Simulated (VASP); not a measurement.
# HgTe (Coloradoite) (F-43m) in VASP: notebook, part 2 of 2

VASP 6.6.1. Earlier steps stand in the parts before.

### Step 4. Relaxation of the atoms, PBEsol (a relaxed cell with its volume scaled by 1.04)

INCAR

```
ALGO = Normal ; EDIFF = 1E-7
EDIFFG = -0.01 ; ENCUT = 600
GGA = PS ; IBRION = 2
ISIF = 2 ; ISMEAR = 0
LASPH = True ; LCHARG = False
LREAL = False ; LWAVE = False
NELM = 80 ; NSW = 40
PREC = Accurate ; SIGMA = 0.03
```

KPOINTS

```
k-points
0
Gamma
  10 10 10
```

POSCAR

```
HgTe                                    
1.0
    0.0000000000      3.3008822739      3.3008822739
    3.3008822739      0.0000000000      3.3008822739
    3.3008822739      3.3008822739      0.0000000000
  Hg              Te            
     1     1
Direct
     0.0000000000000000    0.0000000000000000    0.0000000000000000
     0.2500000000000000    0.2500000000000000    0.2500000000000000
```

Potentials or basis: VASP PAW PBE potentials, release 64 (Hg, Te).

Command:

```bash
$ cat potpaw_PBE.64/Hg/POTCAR potpaw_PBE.64/Te/POTCAR > POTCAR
$ mpirun -np 1 vasp_std > vasp.out
```

OUTCAR:

```text
EDIFF = 1E-7
   EDIFFG = -0.01
   ENCUT = 600
   GGA = PS
   IBRION = 2
   ISIF = 2
   ISMEAR = 0
   LASPH = True
   LREAL = False
   NELM = 80
   NSW = 40
   PREC = Accurate

 ion  position               nearest neighbor table
   1  0.000  0.000  0.000-   2 2.86   2 2.86   2 2.86   2 2.86
   2  0.250  0.250  0.250-   1 2.86   1 2.86   1 2.86   1 2.86

  LATTYP: Found a face centered cubic cell.
 ALAT       =     6.6017645478

  Lattice vectors:

 A1 = (   0.0000000000,   3.3008822739,   3.3008822739)
 A2 = (   3.3008822739,   0.0000000000,   3.3008822739)
 A3 = (   3.3008822739,   3.3008822739,   0.0000000000)

Analysis of symmetry for initial positions (statically):
=====================================================================
 Subroutine PRICEL returns:
 Original cell was already a primitive cell.

 Routine SETGRP: Setting up the symmetry group for a
 face centered cubic supercell.

 Subroutine GETGRP returns: Found 24 space group operations
 (whereof 24 operations were pure point group operations)
 out of a pool of 48 trial point group operations.

The static configuration has the point symmetry T_d .

Analysis of symmetry for dynamics (positions and initial velocities):
[... 181 lines left out ...]
     11       6.5960      0.00000
     12       6.5960      0.00000
     13       6.5960      0.00000
[... 354 lines left out ...]
  band No.  band energies     occupation
      1      -8.7500      2.00000
      2      -4.5378      2.00000
      3      -4.4696      2.00000
      4      -4.4387      2.00000
      5      -4.1845      2.00000
      6      -4.1362      2.00000
      7      -2.0452      2.00000
      8       0.4833      2.00000
      9       0.6567      2.00000
     10       4.3248      0.00000
     11       5.3175      0.00000
     12       8.6440      0.00000
     13       9.3523      0.00000

 [... further k-points ...]

------------------------ aborting loop because EDIFF is reached ----------------------------------------

  FORCE on cell =-STRESS in cart. coord.  units (eV):
  Direction    XX          YY          ZZ          XY          YZ          ZX
  --------------------------------------------------------------------------------------
  -------------------------------------------------------------------------------------
  Total       -0.6666935     -0.6666935     -0.6666935     -0.0000000      0.0000000      0.0000000
  in kB      -14.8496667    -14.8496667    -14.8496667     -0.0000000      0.0000000      0.0000000
  external PRESSURE =     -14.8496667 kB  Pullay stress =       0.0000000 kB

 VOLUME and BASIS-vectors are now :
 -----------------------------------------------------------------------------
  energy-cutoff  :      600.00
  volume of cell :       71.93
      direct lattice vectors                 reciprocal lattice vectors
     0.000000000  3.300882274  3.300882274    -0.151474654  0.151474654  0.151474654
     3.300882274  0.000000000  3.300882274     0.151474654 -0.151474654  0.151474654
     3.300882274  3.300882274  0.000000000     0.151474654  0.151474654 -0.151474654

 POSITION                                       TOTAL-FORCE (eV/Angst)
 -----------------------------------------------------------------------------------
      0.00000      0.00000      0.00000        -0.000000      0.000000      0.000000
      1.65044      1.65044      1.65044         0.000000      0.000000     -0.000000
 -----------------------------------------------------------------------------------
    total drift:                               -0.000000     -0.000000     -0.000000

  FREE ENERGIE OF THE ION-ELECTRON SYSTEM (eV)
  ---------------------------------------------------
  free  energy   TOTEN  =        -4.3636086030 eV

  energy  without entropy=       -4.3635623240  energy(sigma->0) =       -4.36358546

 reached required accuracy - stopping structural energy minimisation
```

CONTCAR:

```text
HgTe
   1.00000000000000
     0.0000000000000000    3.3008822739000001    3.3008822739000001
     3.3008822739000001    0.0000000000000000    3.3008822739000001
     3.3008822739000001    3.3008822739000001    0.0000000000000000
  Hg              Te
     1     1
Direct
     0.0000000000000000    0.0000000000000000    0.0000000000000000
     0.2500000000000000    0.2500000000000000    0.2500000000000000

  0.00000000E+00  0.00000000E+00  0.00000000E+00
  0.00000000E+00  0.00000000E+00  0.00000000E+00
```

Run time: 61 s. Hardware: 1 thread of AMD EPYC 7R13 (Zen 3), shared host; peak memory 0.24 GiB.

What came out:

* Free energy: -4.3636 eV
* Pressure after relaxing: -1.5 GPa
* Band gap on the k mesh: none (metal or under the smearing width)

Final structure:
```
Hg Te
1.0
     0.00000    3.30088    3.30088
     3.30088    0.00000    3.30088
     3.30088    3.30088    0.00000
Hg Te
1 1
Direct
  0.00000 0.00000 0.00000
  0.25000 0.25000 0.25000
```

Caveat: the relaxation stopped at its first step, so nothing moved; the PAW data sets were made with another functional, which shifts forces and pressure a little.

### Step 5. Relaxation of the atoms, PBEsol (a relaxed cell with its volume scaled by 1.06)

INCAR is that of step 4.

KPOINTS is that of step 4.

POSCAR

```
HgTe                                    
1.0
    0.0000000000      3.3219075686      3.3219075686
    3.3219075686      0.0000000000      3.3219075686
    3.3219075686      3.3219075686      0.0000000000
  Hg              Te            
     1     1
Direct
     0.0000000000000000    0.0000000000000000    0.0000000000000000
     0.2500000000000000    0.2500000000000000    0.2500000000000000
```

Command:

```bash
$ cat potpaw_PBE.64/Hg/POTCAR potpaw_PBE.64/Te/POTCAR > POTCAR
$ mpirun -np 1 vasp_std > vasp.out
```

Run time: 70 s. Hardware: 1 thread of AMD EPYC 7R13 (Zen 3), shared host; peak memory 0.24 GiB.

Results (log left out):

```yaml
Free_energy: -4.3482 eV
Pressure_after_relaxing: -2.1 GPa
Band_gap_on_the_k_mesh: none (metal or under the smearing width)
```

Final structure:
```yaml
crystal:
  lattice:
    - [0.00000, 3.32191, 3.32191]
    - [3.32191, 0.00000, 3.32191]
    - [3.32191, 3.32191, 0.00000]
  atoms:
    - { symbol: Hg, position: [0.00000, 0.00000, 0.00000] }
    - { symbol: Te, position: [0.25000, 0.25000, 0.25000] }
```

Levels at points of the mesh, in eV from the Fermi level:
| k point | band 5 | band 6 | band 7 | band 8 | band 9 | band 10 | band 11 | band 12 | band 13 |
| --- | --- | --- | --- | --- | --- | --- | --- | --- | --- |
| (0.00, 0.00, 0.00) | -6.46 | -6.46 | -1.00 | -0.01 | -0.01 | -0.01 | 4.31 | 4.31 | 4.31 |
| (0.50, 0.00, 0.00) | -6.45 | -6.21 | -5.02 | -0.85 | -0.85 | 0.63 | 5.04 | 5.04 | 6.68 |
| (0.50, 0.50, 0.00) | -6.41 | -6.10 | -5.04 | -1.97 | -1.97 | 1.85 | 2.58 | 7.81 | 8.47 |

Caveat: the relaxation stopped at its first step, so nothing moved; the PAW data sets were made with another functional, which shifts forces and pressure a little. Spin-orbit coupling is left out, which matters for the levels of Hg, Te.

### Step 6. Relaxation of cell and atoms, AM05

This run uses another cell than the first one, of 33.22 Å³/atom, 0.960 times its volume.

INCAR

```
PREC     = Accurate       # precision mode
ENCUT    = 600            # plane-wave cutoff, eV
EDIFF    = 1E-6           # SCF threshold, eV
ISMEAR   = 0              # smearing method
SIGMA    = 0.03           # smearing width, eV
LREAL    = F              # projectors in reciprocal space
LASPH    = T              # aspherical terms in the spheres
NELM     = 80             # most SCF steps
ALGO     = Normal         # electronic algorithm
ISIF     = 3              # what is computed and relaxed
LWAVE    = F              # write WAVECAR
LCHARG   = F              # write CHGCAR
GGA      = AM             # functional
IBRION   = 2              # ionic algorithm
NSW      = 90             # ionic steps
EDIFFG   = -0.01          # ionic threshold
```

KPOINTS

```
Automatic mesh
0
Gamma
  10 10 10
```

POSCAR

```
HgTe
1.0
    0.0000000000      3.2145000000      3.2145000000
    3.2145000000      0.0000000000      3.2145000000
    3.2145000000      3.2145000000      0.0000000000
Hg Te
1 1
Direct
    0.0000000000      0.0000000000      0.0000000000
    0.2500000000      0.2500000000      0.2500000000
```

Potentials or basis: VASP PAW PBE potentials, release 64 (Hg, Te).

Command:

```bash
$ cat potpaw_PBE.64/Hg/POTCAR potpaw_PBE.64/Te/POTCAR > POTCAR
$ mpirun -np 1 vasp_std > vasp.out
```

Run time: 2.2 min. Hardware: 1 thread of Intel Xeon Platinum 8375C at 2.90GHz (Ice Lake), shared host; peak memory 0.25 GiB.

Results (log left out):

| Item | Value |
| --- | --- |
| Free energy | -3.8494 eV |
| Relaxed volume | 35.02 Å³/atom |
| Relaxed cell | a = 4.627 Å, b = 4.627 Å, c = 4.627 Å, α = 60.00°, β = 60.00°, γ = 60.00° |
| Space group after relaxing (to 0.05 Å) | F-43m (No. 216) |
| Energy gained by relaxing | 12.7 meV/atom |
| Ionic steps | 3 |
| Pressure after relaxing | 0.0 GPa |
| Band gap on the k mesh | none (metal or under the smearing width) |

The path:
```csv
step,energy change (eV),largest force (eV/Å),pressure (GPa),volume (Å³)
1,0.0000,0.0000,2.37,66.43
2,-0.0229,0.0000,-0.65,71.26
3,-0.0254,0.0000,0.00,70.04
```

Final structure:
```
Hg Te
1.0
     0.00000    3.27170    3.27170
     3.27170    0.00000    3.27170
     3.27170    3.27170    0.00000
Hg Te
1 1
Direct
  0.00000 0.00000 0.00000
  0.25000 0.25000 0.25000
```

Levels at points of the mesh, in eV from the Fermi level:
```
           k point  band 6  band 7  band 8  band 9  band 10  band 11  band 12  band 13
(0.00, 0.00, 0.00)   -6.67   -0.85   -0.01   -0.01    -0.01     4.28     4.28     4.28
(0.50, 0.00, 0.00)   -6.39   -5.28   -0.93   -0.93     0.69     5.07     5.07     6.92
(0.50, 0.50, 0.00)   -6.25   -5.27   -2.13   -2.13     1.91     2.62     8.13     8.70
```

Caveat: the PAW data sets were made with another functional, which shifts forces and pressure a little. Spin-orbit coupling is left out, which matters for the levels of Hg, Te.

### Step 7. Summary

```tsv
task	level	cell	gap on the mesh (eV)	pressure (GPa)
relaxation of the atoms	PBEsol	atoms relaxed	none	0.0
relaxation of the atoms	PBEsol	atoms relaxed from: a relaxed cell with its volume scaled by 1.02	none	-0.8
relaxation of the atoms	PBEsol	atoms relaxed from: a relaxed cell with its volume scaled by 1.04	none	-1.5
relaxation of the atoms	PBEsol	atoms relaxed from: a relaxed cell with its volume scaled by 1.06	none	-2.1
relaxation of cell and atoms	AM05	relaxed	none	0.0
```

Alike in all rows: potentials or basis VASP PAW PBE potentials, release 64 (Hg, Te); no spin polarisation; k mesh 10 × 10 × 10; cutoff (eV) 600; smearing gaussian 0.03 eV.

Caveats: the PAW data sets were made with another functional, which shifts forces and pressure a little; the relaxation stopped at its first step, so nothing moved (some runs).

Absolute energies hang on the potentials; compare differences alone.
